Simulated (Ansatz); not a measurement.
# Bi under changes of volume

One of the cells (31.117 Å³/atom); the others are scaled copies at fixed shape and fractional positions:

```xyz
1
Lattice="-1.9814 1.9814 1.9814 1.9814 -1.9814 1.9814 1.9814 1.9814 -1.9814" Properties=species:S:1:pos:R:3 pbc="T T T"
Bi    0.0000    0.0000    0.0000
```

This isn't the form of Bi at room conditions, which is rhombohedral.

- Program: Ansatz 0.2.0
- Functional: B3LYP5
- Potentials or basis: Ansatz PAW
- Cutoff: 420 eV (not typed: the program's choice for these potentials)
- k mesh: 5 × 5 × 5
- Occupations: fermi-dirac, width 0.05 eV
- Spin: no spin polarisation

```csv
volume (Å³/atom),energy over the lowest point (meV/atom),pressure (GPa)
29.250,49.20,6.2
29.872,28.31,4.6
30.495,13.23,3.2
31.117,?,?
31.739,7.81,2.0
32.362,1.88,1.0
32.984,0.00,0.0
```

Question: What does the run at 31.117 Å³/atom give?

Answer: Energy over the lowest point 3.37 meV/atom; pressure 1.9 GPa.

The energies don't lie on one smooth curve, so no fit is given. The run at 31.739 Å³/atom lies farthest off, from a change of basis, grid or state.

Energies are extrapolated to zero smearing.

Caveats: all runs use coarse meshes; the PAW data sets come from PBE, with cores solved anew for the run's functional, which leaves a small shift of forces and pressure; the thresholds are loose for stress.
